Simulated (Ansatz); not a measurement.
Input of an Ansatz 0.2.0 run:

File input.yaml:

```yaml
crystal:
  lattice:
    - [0.0, 2.2535006075, 2.2535006075]
    - [2.2535006075, 0.0, 2.2535006075]
    - [2.2535006075, 2.2535006075, 0.0]
  atoms:
    - { symbol: Ga, position: [0.0, 0.0, 0.0] }
    - { symbol: "N", position: [0.25, 0.25, 0.25] }
hamiltonian:
  xc: { exchange: slater, correlation: vwn5 }
  pseudopotentials: { kind: paw }
kpoints:
  mp_grid: { grid: [10, 10, 10] }
  band_path:
    path:
      - [[0.0, 0.0, 0.0], [0.5, 0.0, 0.5], [0.5, 0.25, 0.75], [0.375, 0.375, 0.75], [0.0, 0.0, 0.0], [0.5, 0.5, 0.5], [0.625, 0.25, 0.625], [0.5, 0.25, 0.75], [0.5, 0.5, 0.5], [0.375, 0.375, 0.75]]
      - [[0.625, 0.25, 0.625], [0.5, 0.0, 0.5]]
    npoints: 14
scf:
  occupations: { method: fermi_dirac, width: 0.05 }
  n_extra_bands: 6
output:
  forces: true
  stress: true
  eigenvalues: true
  fatbands: true
```

Potentials or basis: Ansatz PAW.

Launch:

```bash
$ ansatz run input.yaml --threads 2 --pin off --max-ram 5120MiB --backend cpu --events-out ev --progress --plain --runs-dir out
```

Predict the pressure.

-6.6 GPa.

Estimate the band gap along the path.

1.73 eV, direct.

Levels at the corners of the path, in eV from the valence-band top:
```csv
point,band 7,band 8,band 9,band 10,band 11,band 12
Γ,0.00,0.00,0.00,1.73,10.12,10.12
X,-6.21,-2.73,-2.73,3.26,6.48,11.50
W,-5.78,-3.74,-3.69,6.12,8.22,10.15
K,-5.95,-4.30,-2.20,4.89,7.71,10.88
Γ,0.00,0.00,0.00,1.73,10.12,10.12
L,-7.12,-0.98,-0.98,4.53,8.60,10.21
U,-5.95,-4.30,-2.20,4.89,7.71,10.88
W,-5.78,-3.74,-3.69,6.12,8.22,10.15
L,-7.12,-0.98,-0.98,4.53,8.60,10.21
K,-5.95,-4.30,-2.20,4.89,7.71,10.88
U,-5.95,-4.30,-2.20,4.89,7.71,10.88
X,-6.21,-2.73,-2.73,3.26,6.48,11.50
```

Caveat: the pressure holds a Pulay correction of +0.6 GPa for the finite cutoff; the PAW data sets come from PBE, with cores solved anew for the run's functional, which leaves a small shift of forces and pressure.

**What was measured.**

A printed reference work, textbook reports, for a bulk crystal of GaN at 0 K: band gap 3.299 eV (direct).

Against the measured gap of GaN, 3.299 eV (direct; 0 K; a printed reference work, textbook), the calculated 1.73 eV is off by -1.57 eV. Spin-orbit coupling on Ga is left out. The value is that of SVWN5, without temperature or zero-point motion. The cell is a database's relaxed one, not the measured one, which moves gaps too.
